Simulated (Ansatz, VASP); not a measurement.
## Two plane-wave programs on AlN

```
CELL_PARAMETERS angstrom
0.00000 1.92326 2.88490
1.92326 0.00000 2.88490
1.92326 1.92326 0.00000
ATOMIC_POSITIONS crystal
Al 0.00000 0.00000 0.00000
N 0.75000 0.75000 0.75000
```

Alike in both runs: task single point; functional PBE; k mesh 10 × 10 × 10; occupations gaussian, width 0.05 eV; no spin polarisation.

|  | VASP | Ansatz |
| --- | --- | --- |
| version | VASP 6.6.1 | Ansatz 0.2.0 |
| potentials or method | VASP PAW PBE potentials, release 64 (Al, N) | scalar-relativistic, plane waves, PAW |
| plane-wave cutoff (eV) | 520 | 420 |
| valence electrons in the cell | 8 | 8 |

```csv
,VASP,Ansatz,Ansatz less VASP
gap on the k mesh at the Fermi level (eV),none,none,-
pressure (GPa),-4.0,-3.8,+0.23
largest component of the traceless stress (GPa),85.99,85.88,-0.113
```

A gap of «none» marks a metal or a gap that the smearing closes. With one functional, cell and mesh, what is left measures potentials, basis and numerics.
